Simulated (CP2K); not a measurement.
The system is Tc.

```
Tc
1.0
     2.74000    0.00000    0.00000
    -1.37000    2.37291    0.00000
     0.00000    0.00000    4.39800
Tc
2
Cartesian
  1.3700 0.7910 3.2985
  0.0000 1.5819 1.0995
```

Base run:

```yaml
Program: CP2K 2026.2
Functional: optB88-vdW
Potentials_or_basis: POTENTIAL_UZH Tc GTH-PBE-q15; TZVP-MOLOPT-PBE-GTH basis
Density_cutoff: 9184 eV
k_mesh: 11 × 11 × 6
Occupations: fermi-dirac, width 0.05 eV
Spin: no spin polarisation
```

Its results: band gap on the k mesh none (metal or under the smearing width); pressure 7.5 GPa.

Problem. The run is repeated on the same cell with these changes: functional from optB88-vdW to BEEF-vdW. What comes out?

Solution. Band gap on the k mesh none (metal or under the smearing width); pressure 9.1 GPa.

Caveats: the potentials were made for another functional, which shifts forces and pressure; the basis of atomic orbitals isn't converged, which shifts pressures, moduli and gaps.

Not every run made on this cell is shown here.
